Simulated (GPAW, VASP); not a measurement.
This is a calculation of Al (Aluminum) for VASP 6.6.1. 

The input INCAR:

```
SYSTEM = Al
  PREC = Accurate
  ENCUT = 520
  EDIFF = 1E-7
  ISMEAR = 0
  SIGMA = 0.011
  LREAL = .FALSE.
  LASPH = .TRUE.
  NELM = 80
  ALGO = Normal
  ISIF = 2
  LWAVE = .FALSE.
  LCHARG = .FALSE.
  GGA = PE
  NBANDS = 8
```

The input KPOINTS:

```
Automatic mesh
0
G
  11 11 11
  0 0 0
```

POSCAR

```
Al
1.0
    0.0000000000      2.0248050000      2.0248050000
    2.0248050000      0.0000000000      2.0248050000
    2.0248050000      2.0248050000      0.0000000000
Al
1
Direct
    0.0000000000      0.0000000000      0.0000000000
```

Potentials or basis: VASP PAW PBE potentials, release 64 (Al).

Run with:

```sh
$ cat potpaw_PBE.64/Al/POTCAR > POTCAR
$ mpirun -np 1 vasp_std > vasp.out
```

Question: What does the same run look like in GPAW 26.7.0 (ASE script)? Potentials or basis there: GPAW PAW data sets (gpaw-data 1.2.1), cutoff 600 eV.

Answer: As run (cutoffs and basis follow the program's own potentials, and thresholds, step limits or extra output files can differ):

The input run.py:

```python
from ase.dft.bandgap import bandgap
from ase.io import read, write
from ase.units import GPa
from gpaw import GPAW, PW

atoms = read('POSCAR')

calc = GPAW(mode=PW(600),
            xc='PBE',
            kpts={'size': (11, 11, 11), 'gamma': True},
            occupations={'name': 'methfessel-paxton', 'order': 0, 'width': 0.011},
            nbands=7,
            convergence={'density': 1e-05, 'energy': 1e-05},
            maxiter=150,
            txt='gpaw.txt')
atoms.calc = calc
energy = atoms.get_potential_energy()
forces = atoms.get_forces()
stress = atoms.get_stress()
calc.write('gs.gpw')
write('result.traj', atoms)
print(f'Energy: {energy:.6f} eV')
print('Forces (eV/A):')
print(forces.round(4))
print('Stress (GPa):', (stress / GPa).round(3))
print('Fermi level:', round(calc.get_fermi_level(), 4), 'eV')
print(f'Gap: {bandgap(calc)[0]:.4f} eV, direct: {bandgap(calc, direct=True)[0]:.4f} eV')
```

The input POSCAR:

```
Al
1.0
    0.0000000000      2.0248050000      2.0248050000
    2.0248050000      0.0000000000      2.0248050000
    2.0248050000      2.0248050000      0.0000000000
Al
1
Direct
    0.0000000000      0.0000000000      0.0000000000
```

Potentials or basis: GPAW PAW data sets (gpaw-data 1.2.1), pw.

The run is started by

```sh
$ OMP_NUM_THREADS=1 python run.py
```

Both were run:

|  | VASP | GPAW |
| --- | --- | --- |
| Pressure | -0.6 GPa | -0.4 GPa |

Pressure is positive in compression.
